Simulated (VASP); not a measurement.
Crystal: Y.

```
Y
1.0
    -1.88602    1.88602    1.88602
     1.88602   -1.88602    1.88602
     1.88602    1.88602   -1.88602
Y
1
Direct
  0.00000 0.00000 0.00000
```

The cell was built by a generator and needn't be a form met in nature.

* Program: VASP 6.6.1
* Task: relaxation of cell and atoms
* Functional: r2SCAN
* Potentials or basis: VASP PAW PBE potentials, release 64 (Y_sv)
* Cutoff: 600 eV
* k mesh: 7 × 7 × 7
* Occupations: fermi-dirac, width 0.1 eV
* Spin: no spin polarisation

At the start: pressure 12.1 GPa; volume 26.83 Å³/atom.

Where does the relaxation end?

Over 3 steps the energy falls by 227.5 meV/atom and the volume is 33.68 Å³/atom (+25.5 %); space group Im-3m (No. 229, to 0.05 Å).

The path:
```tsv
step	energy change (eV)	largest force (eV/Å)	pressure (GPa)	volume (Å³)
1	0.0000	0.0000	12.13	26.83
2	-0.2165	0.0000	-1.87	35.53
3	-0.2275	0.0000	-0.01	33.68
```

Final structure:
```
CELL_PARAMETERS angstrom
-2.03435 2.03435 2.03435
2.03435 -2.03435 2.03435
2.03435 2.03435 -2.03435
ATOMIC_POSITIONS crystal
Y 0.00000 0.00000 0.00000
```

Caveat: the volume moved by over 15 % at a fixed basis, so the end points are rough; the PAW data sets were made with another functional, which shifts forces and pressure a little.
